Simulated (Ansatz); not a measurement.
# Mo₁₂HS₂₄: course of a relaxation

All numbers below come from Ansatz, DFT PBE+D3(BJ), scalar-relativistic, plane waves, PAW. Settings: 420 eV cutoff, 2×2×2 k-mesh, shifted by half a step, Gaussian smearing of 0.01 eV, no spin polarisation.

What was changed: H interstitial, charge +1, atoms relaxed at the host's cell.

In a supercell of 37 atoms the defect feels its periodic images.

Spin polarisation was left out.

Command:

```bash
ansatz run input.yaml --threads 4 --pin off --max-ram 10240MiB --backend cpu --events-out ev --progress --plain --runs-dir out
```

Input:

```yaml
crystal:
  lattice:
    - [3.1495253833, 5.4551379838, -6.6474594286]
    - [3.1495253834, -5.4551379837, -6.6474594286]
    - [-6.2990507667, -1.0e-10, -6.6474594286]
  atoms:
    - { symbol: Mo, position: [0.6706249648, 0.6646612505, 0.6710091451] }
    - { symbol: Mo, position: [0.3370728302, 0.3297905123, 0.3353137951] }
    - { symbol: Mo, position: [0.5042003843, 0.9977861984, 0.5043591743] }
    - { symbol: Mo, position: [0.503402399, 0.4956541582, 0.0022765792] }
    - { symbol: Mo, position: [0.0033446561, 0.4972506798, 0.5013210621] }
    - { symbol: Mo, position: [0.6708050916, 0.1621705801, 0.168874552] }
    - { symbol: Mo, position: [0.3366108497, 0.8297875642, 0.8352827404] }
    - { symbol: Mo, position: [0.1703106514, 0.1638548253, 0.668235091] }
    - { symbol: Mo, position: [0.8373176418, 0.8268080737, 0.3290309657] }
    - { symbol: Mo, position: [0.1705125834, 0.6620216325, 0.1676646698] }
    - { symbol: Mo, position: [0.8369687641, 0.3302911983, 0.8354490282] }
    - { symbol: Mo, position: [0.0035028686, -0.00368144, 0.0007586573] }
    - { symbol: S, position: [0.4261044967, 0.5847098639, 0.7560779705] }
    - { symbol: S, position: [0.0916681957, 0.2514776055, 0.4231542004] }
    - { symbol: S, position: [0.259444145, 0.9185207276, 0.5892121821] }
    - { symbol: S, position: [0.2589224167, 0.4164979245, 0.0897279172] }
    - { symbol: S, position: [0.7580741818, 0.4193600997, 0.5904569944] }
    - { symbol: S, position: [0.4256837573, 0.0839971652, 0.2579939724] }
    - { symbol: S, position: [0.0907824796, 0.7493895016, 0.9209000229] }
    - { symbol: S, position: [0.9303775855, 0.0849321292, 0.7557196304] }
    - { symbol: S, position: [0.5922889715, 0.7526111299, 0.4254877213] }
    - { symbol: S, position: [0.9257500713, 0.5818623795, 0.2545647443] }
    - { symbol: S, position: [0.592170562, 0.250697263, 0.9233806391] }
    - { symbol: S, position: [0.7590785539, 0.9185011004, 0.0861056537] }
    - { symbol: S, position: [0.248519053, 0.409358812, 0.5800970946] }
    - { symbol: S, position: [0.9155519984, 0.0726158344, 0.2471308382] }
    - { symbol: S, position: [0.080730847, 0.7424050116, 0.4121008602] }
    - { symbol: S, position: [0.0820204175, 0.2415406878, 0.9141270616] }
    - { symbol: S, position: [0.5826967499, 0.2431587874, 0.4130941316] }
    - { symbol: S, position: [0.2481437798, 0.9078447967, 0.0805329646] }
    - { symbol: S, position: [0.9159589799, 0.5758624126, 0.744170258] }
    - { symbol: S, position: [0.7485613872, 0.9137484918, 0.6002516932] }
    - { symbol: S, position: [0.4151267178, 0.5750805709, 0.2471869499] }
    - { symbol: S, position: [0.7487611951, 0.4076975564, 0.0811334838] }
    - { symbol: S, position: [0.4138752147, 0.0758962589, 0.7490650101] }
    - { symbol: S, position: [0.5761235066, 0.7425701867, 0.9160381154] }
    - { symbol: H, position: [0.6985508585, 0.9651165018, 0.7377075372] }
  host:
    lattice:
      - [3.1495253834, 0.0, 0.0]
      - [-1.5747626917, 2.7275689918, 0.0]
      - [0.0, 0.0, 6.6474594286]
    atoms:
      - { symbol: Mo, position: [0.0, 0.0, 0.0] }
      - { symbol: S, position: [0.3333333333, 0.6666666667, 0.2356931431] }
      - { symbol: S, position: [0.3333333333, 0.6666666667, 0.7643068569] }
total_charge: 1
basis:
  ecutwfc: 420
  xc_grid: 2
kpoints:
  mp_grid: { grid: [2, 2, 2], shift: [0.5, 0.5, 0.5] }
hamiltonian:
  xc: pbe
  dispersion: d3bj
scf:
  occupations: { method: gaussian, width: 0.01 }
output:
  forces: true
  stress: false
  eigenvalues: true
  charged_corrections:
    defect_position: [0.83333333, 0.83333333, 0.83333333]
    epsilon: [[14.1175, 0.0, 0.0], [0.0, 14.1175, 0.0], [0.0, 0.0, 4.6913]]
  write_density: true
  write_potential: true
  elf: true
  volumetric_format: npy
relax:
  adjacent_minimum: "off"
  f_tol: 0.025
  max_steps: 45
```

F is the free energy.

Steps:

```
step F − F(1) (eV) largest force component (eV/Å)
   1         0.0000                           0.980
   2        -0.2570                           0.635
   3        -0.4260                           0.764
   4        -0.5626                           0.631
   5        -0.6684                           0.400
   6        -0.7360                           0.277
   7        -0.7590                           0.015
   8        -0.7590                           0.015
```

Relaxed structure:

```cif
data_structure
_symmetry_space_group_name_H-M 'P 1'
_symmetry_Int_Tables_number 1
_cell_length_a 9.1579
_cell_length_b 9.1579
_cell_length_c 9.1579
_cell_angle_alpha 73.122
_cell_angle_beta 73.122
_cell_angle_gamma 73.122
_cell_volume 685.26
loop_
_atom_site_label
_atom_site_type_symbol
_atom_site_fract_x
_atom_site_fract_y
_atom_site_fract_z
_atom_site_occupancy
Mo1 Mo 0.66789 0.66005 0.67596 1
Mo2 Mo 0.33364 0.33037 0.33744 1
Mo3 Mo 0.49756 0.00102 0.50532 1
Mo4 Mo 0.50014 0.49607 0.00526 1
Mo5 Mo 0.00001 0.49674 0.50458 1
Mo6 Mo 0.66729 0.16247 0.17162 1
Mo7 Mo 0.33427 0.82968 0.83736 1
Mo8 Mo 0.16648 0.16272 0.67019 1
Mo9 Mo 0.83863 0.83048 0.33516 1
Mo10 Mo 0.16790 0.66260 0.17102 1
Mo11 Mo 0.83293 0.32898 0.83760 1
Mo12 Mo 0.00026 0.99533 0.00398 1
S1 S 0.42218 0.58374 0.75964 1
S2 S 0.08813 0.25203 0.42479 1
S3 S 0.25562 0.91757 0.59176 1
S4 S 0.25504 0.41757 0.09242 1
S5 S 0.75448 0.41809 0.59249 1
S6 S 0.42136 0.08474 0.25954 1
S7 S 0.08952 0.74998 0.92556 1
S8 S 0.92112 0.08358 0.75862 1
S9 S 0.59122 0.75362 0.42849 1
S10 S 0.92221 0.58480 0.25871 1
S11 S 0.58754 0.25061 0.92689 1
S12 S 0.75521 0.91680 0.09318 1
S13 S 0.24503 0.40817 0.58330 1
S14 S 0.91434 0.07664 0.24714 1
S15 S 0.08227 0.74041 0.41602 1
S16 S 0.07819 0.24059 0.91551 1
S17 S 0.57859 0.24461 0.41536 1
S18 S 0.24581 0.90840 0.08243 1
S19 S 0.91408 0.57221 0.75162 1
S20 S 0.74226 0.90497 0.58015 1
S21 S 0.41269 0.57514 0.25003 1
S22 S 0.74597 0.40753 0.08310 1
S23 S 0.40965 0.07680 0.75144 1
S24 S 0.57801 0.74104 0.91954 1
H1 H 0.81212 0.97569 0.65178 1
```

The run converged. It took 4.9 min on 4 threads of Arm Neoverse V1, with other jobs on the host, peak memory 2.6 GiB.